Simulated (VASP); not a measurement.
# Mg: convergence, self-consistent run

Mg, R3m (no. 160), 3 atoms in the cell. PBEsol; PAW potentials Mg (PBE set). VASP 6.6.1. The cell is changed on purpose: last atom moved by 0.08 Å along z, cell strained by -1.0% along z.

Wanted: stress within 1 GPa.

What the run is for: stress; Accuracy asked: screening.

POSCAR:
```
Mg
1.0
    1.5926943142      0.9195424911      7.6228785534
   -1.5926943142      0.9195424911      7.6228785534
    0.0000000000     -1.8390849821      7.6228785534
Mg
3
Direct
    0.7780644100      0.7780644100      0.7780644100
    0.2219355900      0.2219355900      0.2219355900
    0.0034632600      0.0034632600      0.0034632600
```

The series start from Plane-wave cutoff (eV): 260; Smearing width (eV): 0.1; k-point mesh: 13 × 13 × 13; Precision mode (PREC): Accurate; Electronic threshold (eV): 1e-6; Bands in all (NBANDS): 14; Aspherical gradient terms in the spheres (LASPH): yes; Electronic algorithm: ALGO=Normal; Delay and inner steps: defaults; Use of symmetry (ISYM): defaults. Each series keeps the choices made before it, and each single choice may use up half of a tolerance.

## Plane-wave cutoff (eV)

| Plane-wave cutoff (eV) | Stress, largest deviation (GPa) | SCF iterations | Time (s) |
|---|---|---|---|
| 160 | 0.0 | 10 | 25 |
| 200 | 0.0 | 10 | 47 |
| 230 | 0.0 | 10 | 82 |
| 260 | 0.0 | 10 | 89 |
| 300 | 0.0 | 10 | 84 |
| 350 | 0.0 | 10 | 106 |
| 420 | 0.0 | 10 | 155 |
| 520 | 0.0 | 10 | 185 |
| 600 (reference) | 0.0 | 10 | 284 |

Chosen: 160, the loosest value from which every tighter one stays within half of the tolerance.

## Smearing width (eV)

| Smearing width (eV) | Stress, largest deviation (GPa) | SCF iterations | Time (s) |
|---|---|---|---|
| 0.4 | 0.1 | 10 | 19 |
| 0.3 | 0.1 | 10 | 19 |
| 0.2 | 0.0 | 10 | 20 |
| 0.15 | 0.0 | 10 | 17 |
| 0.1 | 0.0 | 10 | 25 |
| 0.05 (reference) | 0.0 | 10 | 18 |

Chosen: 0.4.

## k-point mesh

| k-point mesh | Stress, largest deviation (GPa) | SCF iterations | Time (s) |
|---|---|---|---|
| 4 × 4 × 4 | 1.0 | 10 | 3.6 |
| 6 × 6 × 6 | 0.3 | 11 | 5.1 |
| 7 × 7 × 7 | 1.0 | 10 | 6.1 |
| 9 × 9 × 9 | 0.2 | 11 | 9.1 |
| 11 × 11 × 11 | 0.1 | 10 | 13 |
| 13 × 13 × 13 | 0.2 | 10 | 19 |
| 16 × 16 × 16 | 0.0 | 10 | 32 |
| 19 × 19 × 19 (reference) | 0.0 | 10 | 49 |

Chosen: 9 × 9 × 9.

## Precision mode (PREC)

| Precision mode (PREC) | Stress, largest deviation (GPa) | SCF iterations | Time (s) |
|---|---|---|---|
| Low | 0.0 | 11 | 4.4 |
| SingleN | 1.5 | 10 | 4.3 |
| Normal | 0.0 | 11 | 4.9 |
| Accurate (reference) | 0.0 | 11 | 9.1 |

Chosen: Normal.

## Electronic threshold (eV)

| Electronic threshold (eV) | Stress, largest deviation (GPa) | SCF iterations | Time (s) |
|---|---|---|---|
| 0.001 | 0.0 | 8 | 3.4 |
| 0.0001 | 0.0 | 9 | 3.7 |
| 1e-5 | 0.0 | 9 | 4.2 |
| 1e-6 | 0.0 | 11 | 4.9 |
| 1e-7 | 0.0 | 11 | 4.7 |
| 1e-8 (reference) | 0.0 | 12 | 5.5 |

Chosen: 0.001.

## Bands in all (NBANDS)

| Bands in all (NBANDS) | Stress, largest deviation (GPa) | SCF iterations | Time (s) |
|---|---|---|---|
| 4 | 0.0 | 8 | 2.0 |
| 5 | 0.0 | 8 | 2.1 |
| 7 | 0.0 | 8 | 3.0 |
| 9 | 0.0 | 8 | 3.0 |
| 14 | 0.0 | 8 | 3.4 |
| 25 (reference) | 0.0 | 8 | 6.2 |

Chosen: 4.

## Aspherical gradient terms in the spheres (LASPH)

| Aspherical gradient terms in the spheres (LASPH) | Stress, largest deviation (GPa) | SCF iterations | Time (s) |
|---|---|---|---|
| yes | 0.0 | 8 | 2.0 |
| no | 0.0 | 8 | 1.7 |

Chosen: yes; no other choice that stays within half of the tolerance saves 30 % of the time.

## Electronic algorithm

| Electronic algorithm | Stress, largest deviation (GPa) | SCF iterations | Time (s) |
|---|---|---|---|
| ALGO=Normal | 0.0 | 8 | 2.0 |
| ALGO=Fast | 0.0 | 8 | 2.1 |
| ALGO=VeryFast | 0.3 | 16 | 3.3 |
| ALGO=All ISEARCH=1 | 0.0 | 8 | 2.2 |
| ALGO=All ISEARCH=0 | 0.0 | 8 | 3.0 |
| ALGO=Damped TIME=0.4 | 0.2 | 19 | 3.7 |
| ALGO=Damped TIME=0.1 | 0.3 | 27 | 5.3 |

Chosen: ALGO=Normal.

## Delay and inner steps

| Delay and inner steps | Stress, largest deviation (GPa) | SCF iterations | Time (s) |
|---|---|---|---|
| defaults | 0.0 | 8 | 2.0 |
| NELMDL=-2 | 0.0 | 6 | 2.3 |
| NELMDL=-8 | 0.0 | 11 | 2.3 |
| NELMDL=-12 | 0.0 | 15 | 2.6 |
| NRMM=2 | 0.0 | 8 | 2.7 |
| NRMM=6 | 0.0 | 8 | 2.9 |
| WEIMIN=0.001 | 0.0 | 8 | 2.5 |

Chosen: defaults.

## Use of symmetry (ISYM)

| Use of symmetry (ISYM) | Stress, largest deviation (GPa) | SCF iterations | Time (s) |
|---|---|---|---|
| defaults | 0.0 | 8 | 2.0 |
| ISYM=1 | 0.0 | 8 | 1.9 |
| ISYM=0 | 0.0 | 8 | 4.0 |
| ISYM=-1 | 0.0 | 8 | 5.8 |

Chosen: defaults.

## All choices together

| Input | Stress, largest deviation (GPa) | Time (s) |
|---|---|---|
| the program's defaults (naive) | 0.8 | 2.4 |
| chosen settings | 0.0 | 2.0 |
| reference settings throughout | 0.0 | 1530 |

The tolerance is met.

Values of the reference run: Stress: 0.1977, 0, 0, 0, 0.1977, 0, 0, 0, 0.8482 GPa.

## The input

INCAR:
```
SYSTEM = Mg
GGA = PS
ISMEAR = 1
SIGMA = 0.4
LWAVE = .FALSE.
LCHARG = .FALSE.
ISIF = 2
PREC = Normal
LASPH = .TRUE.
LREAL = .FALSE.
ALGO = Normal
EDIFF = 0.001
NELM = 120
GGA_COMPAT = .FALSE.
ENCUT = 160
KPAR = 2
NBANDS = 4
```

KPOINTS:
```
Automatic mesh
0
Gamma
  9 9 9
  0 0 0
```

Commands:
```
cat potpaw_PBE.64/Mg/POTCAR > POTCAR
mpirun -np 2 vasp_std > vasp.out
```

The naive input happens to agree within the tolerance here, in 2.4 s.

The chosen input took VASP 6.6.1 2.0 s on 2 cores (Intel Xeon 6975P-C (Granite Rapids)), a shared host.

## An input that fails: tetrahedra on too few k points

VASP's message: IBZKPT: tetrahedron method fails for NKPT<4. NKPT = 1.

k mesh: 13 × 13 × 13 becomes 1 × 1 × 1.

Changes against the starting input:
```
- ISMEAR = 1
- NELM = 120
- KPAR = 2
+ ISMEAR = -5
+ NELM = 86
```
